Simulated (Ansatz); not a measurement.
# BAs: the band gap up the ladder of functionals

One table from this session's results is given with a row withheld; the runs are named, their logs left out.

Program: Ansatz 0.2.0. PAW datasets, plane waves. Spin-unpolarised throughout; all numbers are computed.

### The cell

The cell was relaxed beforehand with r2SCAN.

It is cubic, F-43m (No. 216); a = 4.784 Å in the conventional setting, 13.68 Å³ an atom. B has 4 As at 2.07 Å; As has 4 B at 2.07 Å.

As a file:

```
B As
1.0
     0.00000    2.39187    2.39187
     2.39187    0.00000    2.39187
     2.39187    2.39187    0.00000
B As
1 1
Direct
  0.00000 0.00000 0.00000
  0.25000 0.25000 0.25000
```

Set-up of the first run:

input.yaml reads:

```yaml
crystal:
  lattice:
    - [0.0, 2.3918676044, 2.3918676044]
    - [2.3918676044, 0.0, 2.3918676044]
    - [2.3918676044, 2.3918676044, 0.0]
  atoms:
    - { symbol: B, position: [0.0, 0.0, 0.0] }
    - { symbol: As, position: [0.25, 0.25, 0.25] }
kpoints:
  mp_grid: { grid: [10, 10, 10] }
  band_path:
    path:
      - [[0.0, 0.0, 0.0], [-0.5, -0.5, -4.583452432376e-34], [-0.375, -0.375, 0.25]]
      - [[-0.375, -7.056240485879e-17, 0.375], [0.0, 0.0, 0.0], [1.416562483206e-17, 1.416562483206e-17, 0.5], [-0.5, -0.25, 0.25], [-0.5, -0.5, -4.583452432376e-34]]
    npoints: 10
hamiltonian:
  xc: pbe
scf:
  occupations: { method: fermi_dirac, width: 0.02 }
  n_extra_bands: 4
output:
  forces: true
  stress: true
  eigenvalues: true
```

Command:

```bash
ansatz run input.yaml --threads 2 --pin off --max-ram 2211MiB --backend cpu --events-out ev --progress --plain --runs-dir out
```

Among the steps run: PBE bands along the symmetry lines; r2SCAN; HSE06 at the same geometry; Single point with PBE+SOC; G0W0 on PBE; Single point with PBE0.

One table of the session follows, with a row left open; its other results are not shown here.

| level | gap (eV) |
| --- | --- |
| PBE | 1.19 |
| r2SCAN | 1.37 |
| HSE06 | 1.83 |
| PBE+SOC | 1.12 |
| G0W0@PBE (81 empty bands) | 1.78 |
| PBE0 | ? |

Q: Estimate the row for PBE0 from the others.

**Answer.** gap (eV): 2.51. In the column «gap (eV)» it is the highest.

Meshes: PBE 10×10×10, r2SCAN 10×10×10, HSE06 6×6×6, PBE+SOC 10×10×10, PBE0 6×6×6

To keep in mind: Spin-orbit coupling changes the PBE gap by -0.07 eV, and the other levels here lack it unless marked. Warnings in the runs' records: stress scf threshold loose, stress exchange threshold loose.
